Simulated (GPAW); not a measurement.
# PbS (Pm-3m) in GPAW: single point with PBE

Aim: the single point of PbS with PBE.

Everything below comes from runs of GPAW 26.7.0. Logs are shortened: lines on timing, memory, paths and dates and some standing lists are left out, and cuts for length are marked. The log counts tension as positive stress, the text compression.

## 1. The structure

The structure is cubic, space group Pm-3m (No. 221). Conventional cell: a = 3.654 Å, b = 3.654 Å, c = 3.654 Å, α = 90.00°, β = 90.00°, γ = 90.00°. Pb (site symmetry m-3m) has 8 S at 3.16 Å as nearest neighbours. Around S (site symmetry m-3m) lie 8 Pb at 3.16 Å.

Measurements of this composition are mostly on another form, of space group No. 225.

## 2. Single point, PBE

run.py

```python
from ase.dft.bandgap import bandgap
from ase.io import read, write
from ase.units import GPa
from gpaw import GPAW, PW

atoms = read('PbS.cif')

calc = GPAW(mode=PW(450),
            xc='PBE',
            kpts={'size': (6, 6, 6), 'gamma': True},
            occupations={'name': 'fermi-dirac', 'width': 0.05},
            nbands=19,
            maxiter=120,
            txt='gpaw.txt')
atoms.calc = calc
energy = atoms.get_potential_energy()
forces = atoms.get_forces()
stress = atoms.get_stress()
calc.write('gs.gpw')
write('result.traj', atoms)
print(f'Energy: {energy:.6f} eV')
print('Forces (eV/A):')
print(forces.round(4))
print('Stress (GPa):', (stress / GPa).round(3))
print('Fermi level:', round(calc.get_fermi_level(), 4), 'eV')
print(f'Gap: {bandgap(calc)[0]:.4f} eV, direct: {bandgap(calc, direct=True)[0]:.4f} eV')
```

PbS.cif

```cif
data_PbS
_cell_length_a 3.65365900
_cell_length_b 3.65365900
_cell_length_c 3.65365900
_cell_angle_alpha 90.00000000
_cell_angle_beta 90.00000000
_cell_angle_gamma 90.00000000
_space_group_name_H-M_alt 'Pm-3m'
_space_group_name_Hall '-P 4 2 3'
_space_group_IT_number 221
loop_
_space_group_symop_operation_xyz
'x,y,z'
'-x,-y,-z'
'-y,x,z'
'y,-x,-z'
'-x,-y,z'
'x,y,-z'
'y,-x,z'
'-y,x,-z'
'x,-y,-z'
'-x,y,z'
'-y,-x,-z'
'y,x,z'
'-x,y,-z'
'x,-y,z'
'y,x,-z'
'-y,-x,z'
'z,x,y'
'-z,-x,-y'
'z,-y,x'
'-z,y,-x'
'z,-x,-y'
'-z,x,y'
'z,y,-x'
'-z,-y,x'
'-z,x,-y'
'z,-x,y'
'-z,-y,-x'
'z,y,x'
'-z,-x,y'
'z,x,-y'
'-z,y,x'
'z,-y,-x'
'y,z,x'
'-y,-z,-x'
'x,z,-y'
'-x,-z,y'
'-y,z,-x'
'y,-z,x'
'-x,z,y'
'x,-z,-y'
'-y,-z,x'
'y,z,-x'
'-x,-z,-y'
'x,z,y'
'y,-z,-x'
'-y,z,x'
'x,-z,y'
'-x,z,-y'
loop_
_atom_site_label
_atom_site_type_symbol
_atom_site_symmetry_multiplicity
_atom_site_Wyckoff_symbol
_atom_site_fract_x
_atom_site_fract_y
_atom_site_fract_z
_atom_site_occupancy
Pb1 Pb 1 a 0.0000000000 0.0000000000 0.0000000000 1
S1 S 1 b 0.5000000000 0.5000000000 0.5000000000 1
```

Potentials or basis: GPAW PAW data sets (gpaw-data 1.2.1), pw.

Launch:

```sh
$ OMP_NUM_THREADS=1 python run.py
```

gpaw.txt:

```text
__  _  _
 | _ |_)|_||  |
 |__||  | ||/\| - 26.7.0

Input parameters:
  mode=PW(ecut=450.00000000000006),
  kpts=MonkhorstPack(size=(6, 6, 6), gamma=True),
  maxiter=120,
  nbands=19,
  occupations=Occupations(name='fermi-dirac', width=0.05),
  xc=XC(name='PBE')

Diagonalizing LCAO Hamiltonian
Converting LCAO to pw mode
   .--------.
  /|        |
 * |        |
 | |   S    |
 | .--------.
 |/        /
 Pb-------*

Atoms  # Å, Bohr magnetons
|   | symbol |        x |        y |        z |    initial magnetic moments |
|---|--------|----------|----------|----------|-----------------------------|
| 0 |     Pb | 0.000000 | 0.000000 | 0.000000 | ( 0.0000,  0.0000,  0.0000) |
| 1 |      S | 1.826830 | 1.826830 | 1.826830 | ( 0.0000,  0.0000,  0.0000) |

Unit cell  # Å
| periodic |        x |        y |        z |  lengths |    angles |
|----------|----------|----------|----------|----------|-----------|
|      yes | 3.653659 | 0.000000 | 0.000000 | 3.653659 | 90.000000 |
|      yes | 0.000000 | 3.653659 | 0.000000 | 3.653659 | 90.000000 |
|      yes | 0.000000 | 0.000000 | 3.653659 | 3.653659 | 90.000000 |

Number of symmetries: 48
Symmetry operations  # r_c * U_cc + t_c -> r_c
|    | kind |            matrix            |
|----|------|------------------------------|
|  0 |  E   |  1, 0, 0,  0, 1, 0,  0, 0, 1 |
|  1 |  σ   |  1, 0, 0,  0, 1, 0,  0, 0,-1 |
|  2 |  σ   |  1, 0, 0,  0, 0, 1,  0, 1, 0 |
|  3 |  C4  |  1, 0, 0,  0, 0, 1,  0,-1, 0 |
|  4 |  C4  |  1, 0, 0,  0, 0,-1,  0, 1, 0 |
|  5 |  σ   |  1, 0, 0,  0, 0,-1,  0,-1, 0 |
|  6 |  σ   |  1, 0, 0,  0,-1, 0,  0, 0, 1 |
|  7 |  C2  |  1, 0, 0,  0,-1, 0,  0, 0,-1 |
|  8 |  σ   |  0, 1, 0,  1, 0, 0,  0, 0, 1 |
|  9 |  C2  |  0, 1, 0,  1, 0, 0,  0, 0,-1 |
| 10 |  C3  |  0, 1, 0,  0, 0, 1,  1, 0, 0 |
| 11 |  S6  |  0, 1, 0,  0, 0, 1, -1, 0, 0 |
| 12 |  S6  |  0, 1, 0,  0, 0,-1,  1, 0, 0 |
| 13 |  C3  |  0, 1, 0,  0, 0,-1, -1, 0, 0 |
| 14 |  C4  |  0, 1, 0, -1, 0, 0,  0, 0, 1 |
| 15 |  S4  |  0, 1, 0, -1, 0, 0,  0, 0,-1 |
| 16 |  C3  |  0, 0, 1,  1, 0, 0,  0, 1, 0 |
| 17 |  S6  |  0, 0, 1,  1, 0, 0,  0,-1, 0 |
| 18 |  σ   |  0, 0, 1,  0, 1, 0,  1, 0, 0 |
| 19 |  C4  |  0, 0, 1,  0, 1, 0, -1, 0, 0 |
| 20 |  C2  |  0, 0, 1,  0,-1, 0,  1, 0, 0 |
| 21 |  S4  |  0, 0, 1,  0,-1, 0, -1, 0, 0 |
| 22 |  S6  |  0, 0, 1, -1, 0, 0,  0, 1, 0 |
| 23 |  C3  |  0, 0, 1, -1, 0, 0,  0,-1, 0 |
| 24 |  S6  |  0, 0,-1,  1, 0, 0,  0, 1, 0 |
| 25 |  C3  |  0, 0,-1,  1, 0, 0,  0,-1, 0 |
| 26 |  C4  |  0, 0,-1,  0, 1, 0,  1, 0, 0 |
| 27 |  σ   |  0, 0,-1,  0, 1, 0, -1, 0, 0 |
| 28 |  S4  |  0, 0,-1,  0,-1, 0,  1, 0, 0 |
| 29 |  C2  |  0, 0,-1,  0,-1, 0, -1, 0, 0 |
| 30 |  C3  |  0, 0,-1, -1, 0, 0,  0, 1, 0 |
| 31 |  S6  |  0, 0,-1, -1, 0, 0,  0,-1, 0 |
| 32 |  C4  |  0,-1, 0,  1, 0, 0,  0, 0, 1 |
| 33 |  S4  |  0,-1, 0,  1, 0, 0,  0, 0,-1 |
| 34 |  S6  |  0,-1, 0,  0, 0, 1,  1, 0, 0 |
| 35 |  C3  |  0,-1, 0,  0, 0, 1, -1, 0, 0 |
| 36 |  C3  |  0,-1, 0,  0, 0,-1,  1, 0, 0 |
| 37 |  S6  |  0,-1, 0,  0, 0,-1, -1, 0, 0 |
| 38 |  σ   |  0,-1, 0, -1, 0, 0,  0, 0, 1 |
| 39 |  C2  |  0,-1, 0, -1, 0, 0,  0, 0,-1 |
| 40 |  σ   | -1, 0, 0,  0, 1, 0,  0, 0, 1 |
| 41 |  C2  | -1, 0, 0,  0, 1, 0,  0, 0,-1 |
| 42 |  C2  | -1, 0, 0,  0, 0, 1,  0, 1, 0 |
| 43 |  S4  | -1, 0, 0,  0, 0, 1,  0,-1, 0 |
| 44 |  S4  | -1, 0, 0,  0, 0,-1,  0, 1, 0 |
| 45 |  C2  | -1, 0, 0,  0, 0,-1,  0,-1, 0 |
| 46 |  C2  | -1, 0, 0,  0,-1, 0,  0, 0, 1 |
| 47 |  i   | -1, 0, 0,  0,-1, 0,  0, 0,-1 |

BZ-sampling:
  Number of BZ points: 216
  Number of IBZ points: 20

  Monkhorst-Pack size: [6, 6, 6]
  Monkhorst-Pack shift: [0.08333333333333333, 0.08333333333333333, 0.08333333333333333]

K-points  # in reciprocal-cell coordinates
|     |                                coordinates |     weight |
|-----|--------------------------------------------|------------|
|   0 | (  0.00000000,   0.00000000,   0.00000000) | 0.00462963 |
|   1 | (  0.16666667,   0.00000000,   0.00000000) | 0.02777778 |
|   2 | (  0.16666667,   0.16666667,   0.00000000) | 0.05555556 |
|   3 | (  0.16666667,   0.16666667,   0.16666667) | 0.03703704 |
|   4 | (  0.33333333,   0.00000000,   0.00000000) | 0.02777778 |
|   5 | (  0.33333333,   0.16666667,   0.00000000) | 0.11111111 |
|   6 | (  0.33333333,   0.16666667,   0.16666667) | 0.11111111 |
|   7 | (  0.33333333,   0.33333333,   0.00000000) | 0.05555556 |
|   8 | (  0.33333333,   0.33333333,   0.16666667) | 0.11111111 |
|   9 | (  0.33333333,   0.33333333,   0.33333333) | 0.03703704 |
| ... |                                            |            |
|  19 | (  0.50000000,   0.50000000,   0.50000000) | 0.00462963 |

Plane wave coefficients: 1068
Cutoff: 450.00000000000006 eV

Spin-components: 1 (collinear spins)
Bands:           19
Projectors:      11
Spin-degeneracy: 2
Datatype:        complex128

Parallelization:
  kpt:    1
  domain: 1
  band:   1

Density:
  Valence electrons: 20.0
  Components: 1
  Grid points: [18 18 18]
  Charge: 0.0  # |e|

Potential:
  Grid points: [18 18 18]

species:
  Pb:
    name:    Lead
    Z:       82.0
    valence: 14
    core:    68
    charge:  0.0  # [|e|]
    compensation charges:
      type: gauss
      rc: 0.38  # [Å]
      lmax: 2
    cutoffs:
      filter: 2.36  # [Å]
      core: 2.43  # [Å]
    projectors
    | kind |    occ | energy [eV] | rcut [Å] |
    |------|--------|-------------|----------|
    |   6s |  2.000 |     -11.969 |    1.259 |
    |   6p |  2.000 |      -3.506 |    1.275 |
    |   5d | 10.000 |     -21.211 |    1.217 |
    |    s |        |      15.243 |    1.259 |
    |    p |        |      23.705 |    1.275 |
    |    d |        |       6.001 |    1.217 |

    Using partial waves for Pb as LCAO basis

  S:
    name:    Sulfur
    Z:       16.0
    valence: 6
    core:    10
    charge:  0.0  # [|e|]
    compensation charges:
      type: gauss
      rc: 0.24  # [Å]
      lmax: 2
    cutoffs:
      filter: 1.77  # [Å]
      core: 1.66  # [Å]
    projectors
    | kind |    occ | energy [eV] | rcut [Å] |
    |------|--------|-------------|----------|
    |   3s |  2.000 |     -17.254 |    0.974 |
    |   3p |  4.000 |      -7.008 |    0.979 |
    |    s |        |       9.957 |    0.974 |
    |    p |        |      20.203 |    0.979 |
    |    d |        |       0.000 |    0.900 |

    Using partial waves for S as LCAO basis

Reference energy: -578132.083262  # eV

eigensolver:
  PPCG
  Converge bands: occupied
  niter=2

density mixing:
  MSR1-Mixer
  Pratt-step length: 0.05
  Maximum mixing coefficient: 0.75
  Old densities: 10
  SVD Regularization: 0.005
  Good broyden scale: 1.0
  Trust region scale: 1.0
  Backstep threshold: 4.0
  History deletion threshold: 6.0
  Fourier metric: weight=20.0, sigma=0.015

occupation numbers:
  Fermi-Dirac:
    width: 0.0500  # eV

poisson solver:
  ecut: 3600.0000000000005  # eV

xc functional:
  name: PBE with 2 nearest neighbor stencil

convergence criteria:
- Maximum [total energy] change in last 3 cyles: 0.0005 eV / valence electron
- Maximum integral of absolute [dens]ity change: 0.0001 electrons / valence electron
- Maximum integral of absolute [eigenst]ate change: 4e-08 eV^2 / valence electron
maximum number of iterations: 120

SCF iterations
|iter     | |      energy | eigst |  dens |
|---------|-|-------------|-------|-------|
|iter:   1| |   -9.075777 | -0.21 |       |
|iter:   2| |   -8.914227 | -2.14 | -1.12 |
|iter:   3| |   -8.443361 | -1.49 | -1.17 |
|iter:   4| |   -8.439614 | -3.64 | -1.84 |
|iter:   5| |   -8.439089c| -4.22 | -2.14 |
|iter:   6| |   -8.439115c| -5.61 | -3.10 |
|iter:   7| |   -8.439122c| -6.48 | -3.52 |
|iter:   8| |   -8.439123c| -7.75c| -4.55c|

Converged in 8 steps
Energy contributions relative to reference atoms: (reference = -578132.083262)

Energy contributions:
  Kinetic:          14.910908
  Coulomb:         -15.321584
  Zero:              0.028626
  External:          0.000000
  Xc:               -8.055377
  Entropy:          -0.003392
  Spinorbit:         0.000000
  ----------------------------
  Free energy:      -8.440819
  Extrapolated:     -8.439123

dipole moment: (-15.433633, -15.433633, -15.433633)  # |e|*Ang

Fermi level: 6.610
Eigenvalues  # (at kpt = [0.000, 0.000, 0.000])
| band index |      eig [eV] | occ [0-2] |
|------------|---------------|-----------|
|          0 |       -10.350 |     2.000 |
|        ... |               |           |
|          2 |       -10.148 |     2.000 |
|          3 |       -10.148 |     2.000 |
|          4 |       -10.148 |     2.000 |
|          5 |        -6.560 |     2.000 |
|          6 |        -0.119 |     2.000 |
|          7 |         4.964 |     2.000 |
[... 9 lines left out ...]
|         17 |        19.177 |     0.000 |
|         18 |        19.319 |     0.000 |

No gap
No difference between direct/indirect transitions

Forces  # eV/Ang
|        x |        y |        z |
|----------|----------|----------|
| -0.00000 | -0.00000 | -0.00000 |  # Pb   0
| -0.00000 |  0.00000 |  0.00000 |  # S    1

Stress tensor  # eV/Ang^3
|         x |         y |        z |
|-----------|-----------|----------|
|  0.005117 | -0.000000 | 0.000000 |
| -0.000000 |  0.005117 | 0.000000 |
|  0.000000 |  0.000000 | 0.005117 |

# Writing to gs.gpw (mode='')
```

Wall time 8.2 s (1 thread of Arm Neoverse V1, shared host); peak memory 0.14 GiB.

Results:

```
Free energy            : -8.4408 eV
Pressure               : -0.8 GPa
Band gap on the k mesh : none (metal or under the smearing width)
```

Levels at points of the mesh, in eV from the Fermi level:
```
           k point  band 6  band 7  band 8  band 9  band 10  band 11  band 12  band 13  band 14  band 15
(0.00, 0.00, 0.00)  -13.17   -6.73   -1.65   -1.65    -1.65     5.42     5.42     6.43     6.43     6.43
(0.50, 0.00, 0.00)  -11.89   -9.00   -0.53   -0.53    -0.14     0.25     3.85     3.85     6.65     9.21
(0.50, 0.50, 0.00)  -11.13   -7.24   -4.49   -4.49    -0.33     4.12     4.12     5.82     7.12     9.37
(0.50, 0.50, 0.50)  -10.90   -5.93   -2.43   -2.43    -2.43    -0.54    -0.54    -0.54    13.65    13.65
```

Caveat: the cutoff is short for stress and forces, so pressures can be off by a GPa or more. Spin-orbit coupling is left out, which matters for the levels of Pb.
